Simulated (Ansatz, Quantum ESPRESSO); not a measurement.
## Equation of state of corundum Ga2O3

How stiff is corundum Ga2O3 under hydrostatic load? Each row relaxes cell and atoms at a set pressure. The phase is followed to these pressures whether or not it stays the stable one.

Calculated with Quantum ESPRESSO 7.5, PBEsol, PseudoDojo 0.4.1 norm-conserving potentials, cutoff 1170 eV, Fermi–Dirac smearing 0.02 eV, k-mesh 7×7×7, no spin polarisation, no spin-orbit coupling.

Reference cell, relaxed at zero pressure with PBEsol (R-3c): a = 5.3297 Å, b = 5.3297 Å, c = 5.3297 Å, α = 55.94°, β = 55.94°, γ = 55.94°.

```csv
atom,x,y,z
Ga,0.8558,0.8558,0.8558
Ga,0.6442,0.6442,0.6442
Ga,0.1442,0.1442,0.1442
Ga,0.3558,0.3558,0.3558
O,0.0528,0.4472,0.7500
O,0.7500,0.0528,0.4472
O,0.4472,0.7500,0.0528
O,0.9472,0.5528,0.2500
O,0.2500,0.9472,0.5528
O,0.5528,0.2500,0.9472
```

| V (Å³/atom) | V/V0 | P (GPa) | E − E0 (meV/atom) |
| --- | --- | --- | --- |
| 9.8844 | 1.0193 | −3.994 | 2.3 |
| 9.4883 | 0.9785 | 4.993 | 3.2 |
| 9.1316 | 0.9417 | 14.974 | 25.2 |
| 8.9764 | 0.9257 | 19.975 | 42.1 |
| 8.7013 | 0.8973 | 29.965 | 84.8 |

V0 = 9.6973 Å³ an atom, where the residual pressure P0 is +0.002 GPa. **Question.** Fit the Birch–Murnaghan law and give the pressure and the energy at V = 9.3009 Å³ an atom, a row left out above.

With the Eulerian strain f = ½[(V0/V)^(2/3) − 1] and F = (P − P0)/[3f(1 + 2f)^(5/2)], the third-order law is the line F = B0 + (3/2) B0 (B′ − 4) f.

```csv
f,F (GPa)
0.03746,222.55
0.02642,221.52
0.02044,220.86
0.00732,219.30
−0.00633,217.25
```

A straight line through the 5 rows: the means are 0.01706 for f and 220.3 for F, Σ(Δx)² = 0.001157 and ΣΔxΔy = 0.1403, so the slope is 0.1403/0.001157 = 121.24 and the intercept 220.3 − (121.24)(0.01706) = 218.23.

Hence B0 = 218.2 GPa and B′ = 4 + (121.2)/(1.5 × 218.2) = 4.37. For the withheld volume f = 0.01411, F = 219.94 GPa and P = 9.98 GPa. The run itself gives 9.99 GPa, so the estimate misses by 0.01 GPa, a rounding's worth.

Integrating the same law gives E − E0 = (9/2) B0 V0 f²[1 + (B′ − 4) f] + P0(V0 − V), with 1 GPa Å³ = 6.2415 meV: 11.9 meV an atom. The run itself gives 12.0 meV, so the estimate misses by 0.1 meV, a rounding's worth.

The same fit over all rows at other levels or in other programs gives B0 = 218 GPa with PBEsol (Ansatz) and 220 GPa with PBEsol (Quantum ESPRESSO, GBRV).

[Logs are printed without paths, hosts, clocks, repeated set-up lines and the standing remarks that a program may print on its own settings, such as how far it seeks lower states.]
